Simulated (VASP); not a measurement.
# Al: molecular dynamics at constant energy

Al, Fm-3m (no. 225), 8 atoms in the cell. PBE, molecular dynamics; PAW potentials Al (PBE set).

Ensemble: NVE; Starting temperature (K): 600.

## Input

INCAR:
```
SYSTEM = Al
GGA      = PE             ! functional
PREC     = Normal         ! precision mode
ENCUT    = 240            ! plane-wave cutoff, eV
EDIFF    = 1E-6           ! SCF threshold, eV
NELMIN   = 4            
NELM     = 60             ! most SCF steps
ALGO     = Fast           ! electronic algorithm
LREAL    = Auto         
LASPH    = .TRUE.         ! aspherical terms in the spheres
ISMEAR   = -1             ! smearing method
SIGMA    = 0.05           ! smearing width, eV
ISYM     = 0            
LWAVE    = .FALSE.        ! write WAVECAR
LCHARG   = .FALSE.        ! write CHGCAR
IBRION   = 0              ! ionic algorithm
NSW      = 60             ! ionic steps
POTIM    = 2.0            ! step
TEBEG    = 600          
ISIF     = 2              ! what is computed and relaxed
RANDOM_SEED= 605934 0 0   
MDALGO   = 1            
ANDERSEN_PROB= 0.0          
KPAR     = 2             
```

KPOINTS:
```
k-points
0
Gamma
  3 3 3
```

POSCAR:
```
Al
1.0
    0.0000000000      4.0496100000      4.0496100000
    4.0496100000      0.0000000000      4.0496100000
    4.0496100000      4.0496100000      0.0000000000
Al
8
Direct
    0.0000000000      0.0000000000      0.0000000000
    0.0000000000      0.0000000000      0.5000000000
    0.0000000000      0.5000000000      0.0000000000
    0.0000000000      0.5000000000      0.5000000000
    0.5000000000      0.0000000000      0.0000000000
    0.5000000000      0.0000000000      0.5000000000
    0.5000000000      0.5000000000      0.0000000000
    0.5000000000      0.5000000000      0.5000000000
```

Commands:
```
cat potpaw_PBE.64/Al/POTCAR > POTCAR
mpirun -np 2 vasp_std > vasp.out
```

## Result

- Rise of the mean potential energy above the start (meV/atom): 34.0
- Mean temperature (K): 300
- Standard error of the mean temperature (K): 53
- Relative fluctuation of the kinetic energy: 0.402
- Canonical value of that fluctuation: 0.309
- Electronic steps per ionic step after the first: 4.0

Course of the run:

| Time (fs) | Temperature (K) | Potential energy less the first (meV/atom) |
|---|---|---|
| 2 | 600 | 0.0 |
| 12 | 509 | 10.3 |
| 20 | 358 | 27.4 |
| 30 | 221 | 43.0 |
| 38 | 202 | 45.0 |
| 48 | 204 | 44.8 |
| 56 | 171 | 48.5 |
| 66 | 148 | 51.2 |
| 74 | 197 | 45.6 |
| 84 | 310 | 32.8 |
| 92 | 372 | 25.9 |
| 102 | 367 | 26.4 |
| 110 | 329 | 30.7 |
| 120 | 321 | 31.6 |

The mean temperature lies below the starting 600 K, since the atoms start on their sites and part of their kinetic energy turns into potential energy.

REPORT:
```
MDALGO =   1
         ANDERSEN_PROB =  0.00000000
               SCALING =       0
                 CNEXP =     9.000   14.000
           RANDOM_SEED =            605934                0                0

   original number of atomic DOF:         21
   number of independent constraints:      0
   number of active DOF:                  21

========================================
         MD step No.       1
========================================

  Atomic velocities initialized by STEP_tb

  >Energies
                    E_tot             E_pot             E_kin               EPS                ES
   e_b>   -0.29885468E+02   -0.30428363E+02    0.54289533E+00    0.00000000E+00    0.00000000E+00

  >Temperature
               T_sim     T_inst
   tmprt>    600.000    600.000

  >Thermostat, num. of collisions:                0

           RANDOM_SEED =            605934               96                0

[... steps left out ...]

========================================
         MD step No.      60
========================================

  >Energies
                    E_tot             E_pot             E_kin               EPS                ES
   e_b>   -0.29884940E+02   -0.30175700E+02    0.29076016E+00    0.00000000E+00    0.00000000E+00

  >Temperature
               T_sim     T_inst
   tmprt>    600.000    321.344

  >Thermostat, num. of collisions:                0

           RANDOM_SEED =            605934             2928                0
```

OSZICAR:
```
N       E                     dE             d eps       ncg     rms          rms(c)
DAV:   1     0.111624023098E+02    0.11162E+02   -0.54011E+03   476   0.587E+02
DAV:   2    -0.294092887878E+02   -0.40572E+02   -0.39245E+02   624   0.958E+01
DAV:   3    -0.305970548955E+02   -0.11878E+01   -0.11750E+01   617   0.152E+01
DAV:   4    -0.306056371788E+02   -0.85823E-02   -0.85356E-02   572   0.137E+00
DAV:   5    -0.306056762038E+02   -0.39025E-04   -0.39023E-04   620   0.976E-02    0.441E+00
RMM:   6    -0.305035298888E+02    0.10215E+00   -0.11126E-02   476   0.587E-01    0.255E+00
RMM:   7    -0.304286481255E+02    0.74882E-01   -0.34420E-02   479   0.970E-01    0.344E-01
RMM:   8    -0.304283637570E+02    0.28437E-03   -0.17124E-03   476   0.270E-01    0.320E-02
RMM:   9    -0.304283704143E+02   -0.66572E-05   -0.20037E-04   477   0.963E-02    0.310E-02
RMM:  10    -0.304283710001E+02   -0.58580E-06   -0.34851E-05   473   0.367E-02    0.293E-02
RMM:  11    -0.304283634386E+02    0.75615E-05   -0.42287E-06   412   0.134E-02    0.139E-02
RMM:  12    -0.304283632165E+02    0.22206E-06   -0.84154E-07   290   0.673E-03
[... left out ...]
     58 T=   314. E= -.29884953E+02 F= -.30169132E+02 E0= -.30149659E+02  EK= 0.28418E+00 SP= 0.00E+00 SK= 0.00E+00
     59 T=   316. E= -.29884937E+02 F= -.30170638E+02 E0= -.30151326E+02  EK= 0.28570E+00 SP= 0.00E+00 SK= 0.00E+00
[... last step whole ...]
       N       E                     dE             d eps       ncg     rms          rms(c)
DAV:   1    -0.301756970443E+02   -0.50591E-02   -0.29362E-03   712   0.242E-01    0.395E-03
RMM:   2    -0.301756994918E+02   -0.24475E-05   -0.25068E-05   475   0.286E-02    0.965E-04
RMM:   3    -0.301756996989E+02   -0.20704E-06   -0.23147E-06   317   0.900E-03    0.543E-04
RMM:   4    -0.301756997228E+02   -0.23918E-07   -0.33918E-07   269   0.354E-03
     60 T=   321. E= -.29884940E+02 F= -.30175700E+02 E0= -.30156595E+02  EK= 0.29076E+00 SP= 0.00E+00 SK= 0.00E+00
```

Limits: 120 fs of 8 atoms are too short for converged averages; the cell is only 4.7 Å across, so each atom moves in step with near copies of itself.

VASP 6.6.1 took 86 s on 2 cores (Intel Xeon Platinum 8375C @ 2.90GHz (Ice Lake)), a shared host.
